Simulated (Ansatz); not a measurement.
# Direct or indirect: H2PtO2 sheet (C2/m)

```xyz
5
Lattice="4.1073 0.5569 0.0000 2.5351 3.2792 0.0000 0.0000 0.0000 17.2300" Properties=species:S:1:pos:R:3 pbc="T T T"
Pt    2.2105    1.2988    8.6150
O    -1.6998   -0.9595    9.7281
O     6.1208    3.5570    7.5019
H     1.5495   -0.8981    9.6874
H     6.9787    4.0525    7.5426
```

Method: Ansatz, PBE, independent particles, without spin-orbit coupling, line width 0.05 eV (Gaussian). The band structure gives a fundamental gap of 2.21 eV. The spectrum of vertical transitions near the edge:

```json
{"E (eV)": "1.74", "absorbance (%), E ∥ x": "0.00", "absorbance (%), E ∥ y": "0.00"}
{"E (eV)": "1.86", "absorbance (%), E ∥ x": "0.00", "absorbance (%), E ∥ y": "0.00"}
{"E (eV)": "1.98", "absorbance (%), E ∥ x": "0.00", "absorbance (%), E ∥ y": "0.00"}
{"E (eV)": "2.10", "absorbance (%), E ∥ x": "0.00", "absorbance (%), E ∥ y": "0.00"}
{"E (eV)": "2.22", "absorbance (%), E ∥ x": "0.00", "absorbance (%), E ∥ y": "0.00"}
{"E (eV)": "2.34", "absorbance (%), E ∥ x": "0.00", "absorbance (%), E ∥ y": "0.00"}
{"E (eV)": "2.46", "absorbance (%), E ∥ x": "0.00", "absorbance (%), E ∥ y": "0.00"}
{"E (eV)": "2.58", "absorbance (%), E ∥ x": "0.08", "absorbance (%), E ∥ y": "0.03"}
{"E (eV)": "2.70", "absorbance (%), E ∥ x": "0.23", "absorbance (%), E ∥ y": "0.14"}
{"E (eV)": "2.82", "absorbance (%), E ∥ x": "0.87", "absorbance (%), E ∥ y": "0.74"}
{"E (eV)": "2.94", "absorbance (%), E ∥ x": "1.09", "absorbance (%), E ∥ y": "1.57"}
{"E (eV)": "3.06", "absorbance (%), E ∥ x": "0.81", "absorbance (%), E ∥ y": "1.13"}
{"E (eV)": "3.18", "absorbance (%), E ∥ x": "0.78", "absorbance (%), E ∥ y": "0.83"}
{"E (eV)": "3.30", "absorbance (%), E ∥ x": "0.66", "absorbance (%), E ∥ y": "0.71"}
{"E (eV)": "3.42", "absorbance (%), E ∥ x": "0.68", "absorbance (%), E ∥ y": "0.80"}
{"E (eV)": "3.54", "absorbance (%), E ∥ x": "0.85", "absorbance (%), E ∥ y": "1.06"}
{"E (eV)": "3.66", "absorbance (%), E ∥ x": "1.32", "absorbance (%), E ∥ y": "1.11"}
{"E (eV)": "3.78", "absorbance (%), E ∥ x": "1.88", "absorbance (%), E ∥ y": "1.31"}
{"E (eV)": "3.90", "absorbance (%), E ∥ x": "1.56", "absorbance (%), E ∥ y": "1.22"}
{"E (eV)": "4.02", "absorbance (%), E ∥ x": "1.68", "absorbance (%), E ∥ y": "1.21"}
```

Is the gap direct or indirect, and about where do vertical transitions set in?

Indirect, by the band path, whose least direct gap is 2.57 eV. The curves fit this: they stay near zero above 2.21 eV and rise only from about 2.6 eV, though a forbidden direct transition would look alike. Lines are broadened by 0.05 eV, which spreads the edge, and phonons, which would give weak absorption from the fundamental gap up, are left out.

Cells made by substitution are models, which may or may not match a known phase.

[Logs are printed without paths, hosts, clocks, repeated set-up lines and the standing remarks that a program may print on its own settings, such as how far it seeks lower states.]
